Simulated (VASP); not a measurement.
A run of VASP 6.6.1 is set up as follows.

File INCAR:

```
SYSTEM = CsH4
PREC = Accurate
ENCUT = 400
EDIFF = 1E-6
ISMEAR = -1
SIGMA = 0.1
LREAL = .False.
LASPH = .True.
NELM = 100
ALGO = Fast
ISIF = 2
LWAVE = .False.
LCHARG = .False.
GGA = B5
ALDAX = 1.0
AGGAX = 1.0
AGGAC = 1.0
ALDAC = 0.0
IVDW = 11
VDW_S6 = 1.0
VDW_S8 = 1.682
VDW_SR = 1.094
VDW_SR8 = 1.0
NBANDS = 14
```

File KPOINTS:

```
regular mesh
0
Gamma
  9 9 6
  0 0 0
```

File POSCAR:

```
CsH4
1.0
    3.5875000000      0.0000000000      0.0000000000
   -1.7937500000      3.1068700000      0.0000000000
    0.0000000000      0.0000000000      5.0044800000
Cs H
1 4
Direct
   -0.0062430000      0.0024280000      0.5099580000
    0.4940860000     -0.0065010000     -0.0047100000
    0.0109600000      0.5114120000     -0.0018670000
    0.4864280000      0.4949960000      0.0006160000
   -0.0037470000      0.0028920000      0.0011550000
```

Potentials or basis: VASP PAW PBE potentials, release 64 (Cs_sv, H_s).

The run is started by

```bash
$ cat potpaw_PBE.64/Cs_sv/POTCAR potpaw_PBE.64/H_s/POTCAR > POTCAR
$ mpirun -np 1 vasp_std > vasp.out
```

(1) What does it give for the pressure?

(2) What does it give for the largest force?

(3) Predict the dispersion energy per atom.

Results:

(1) 0.5 GPa.

(2) 0.217 eV/Å.

(3) -0.170 eV.

Caveat: the PAW data sets were made with another functional, which shifts forces and pressure a little; pairwise dispersion overbinds metals, which lowers pressure and volume.
